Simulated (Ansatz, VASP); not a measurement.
Fe in VASP and in Ansatz

```
Fe
1.0
     2.46619    0.00000    0.00000
    -1.23309    2.13578    0.00000
     0.00000    0.00000    3.89249
Fe
2
Direct
  0.33333 0.66667 0.25000
  0.66667 0.33333 0.75000
```

Change from the starting cell: volume scaled by 1.04, crystal datasets.

Alike in both runs: task electric field gradients; functional PBEsol; k mesh 17 × 17 × 10; occupations fermi-dirac, width 0.08 eV; no spin polarisation.

|  | VASP | Ansatz |
| --- | --- | --- |
| version | VASP 6.6.1 | Ansatz 0.2.0 |
| potentials or method | VASP PAW PBE potentials, release 64 (Fe), cutoff 520 eV | all-electron PAW with datasets made for the crystal, scalar-relativistic |

VASP gave:

```
pressure (GPa)                                                 : -12.9
largest component of the traceless stress (GPa)                : 0.15
Vzz of the field gradient on the site that differs most (V/Å²) : -7.6
```

Question: Estimate Ansatz's values.

Answer: Pressure (GPa): -12.6; largest component of the traceless stress (GPa): 0.23; Vzz of the field gradient on the site that differs most (V/Å²): -4.4.

Ansatz ran all-electron here, so the differences hold the error of VASP's frozen core and of both bases. Ansatz warned: «printed_levels_off».

Caveats: the PAW data sets were made with another functional, which shifts forces and pressure a little (VASP); the run has no spin polarisation, though such a crystal can be magnetic. Spin polarisation is off, so any magnetic state and its effect on volume and gap are missing.
